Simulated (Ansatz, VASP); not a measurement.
**Two plane-wave programs on WC (Qusongite)**

File INCAR:

```
  PREC = Accurate
  ENCUT = 520
  EDIFF = 1E-7
  ISMEAR = -1
  SIGMA = 0.05
  LREAL = False
  LASPH = True
  NELM = 100
  ALGO = Normal
  ISIF = 2
  LWAVE = False
  LCHARG = False
  GGA = PS
  NBANDS = 16
```

The input KPOINTS:

```
Automatic mesh
0
Gamma
  11 11 10
```

File POSCAR:

```
WC
1.0
    2.8820744755      0.0000000000      0.0000000000
   -1.4410372377      2.4959468991      0.0000000000
    0.0000000000      0.0000000000      2.8127618982
W C
1 1
Direct
    0.0000000000      0.0000000000      0.0000000000
    0.6666666667      0.3333333333      0.5000000000
```

Input for Ansatz:

```yaml
crystal:
  lattice:
    - [2.882074475455836, 0.0, 0.0]
    - [-1.441037237727918, 2.495946899077889, 0.0]
    - [0.0, 0.0, 2.8127618981861424]
  atoms:
    - { symbol: W, position: [0.0, 0.0, 0.0] }
    - { symbol: C, position: [0.6666666666666666, 0.3333333333333333, 0.5] }
basis:
  ecutwfc: 500.0
kpoints:
  mp_grid:
    grid: [11, 11, 10]
hamiltonian:
  xc: pbesol
  pseudopotentials:
    kind: paw
scf:
  occupations:
    method: fermi_dirac
    width: 0.05
output:
  stress: true
```

Alike in both runs: task single point; functional PBEsol; k mesh 11 × 11 × 10; occupations fermi-dirac, width 0.05 eV; no spin polarisation.

```csv
,VASP,Ansatz
version,VASP 6.6.1,Ansatz 0.2.0
potentials or method,"VASP PAW PBE potentials, release 64 (W_sv, C)","plane waves, PAW"
plane-wave cutoff (eV),520,500
valence electrons in the cell,18,18
```

Ansatz gave:

| Item | Value |
| --- | --- |
| pressure (GPa) | 7.1 |
| largest component of the traceless stress (GPa) | 0.34 |

Estimate VASP's values.

pressure (GPa): 8.5; largest component of the traceless stress (GPa): 0.61.

With one functional, cell and mesh, what is left measures potentials, basis and numerics. Ansatz warned: «structure_snapped_to_symmetry».

Caveats: the PAW data sets were made with another functional, which shifts forces and pressure a little (VASP). Spin-orbit coupling is left out, which matters for the levels of W.
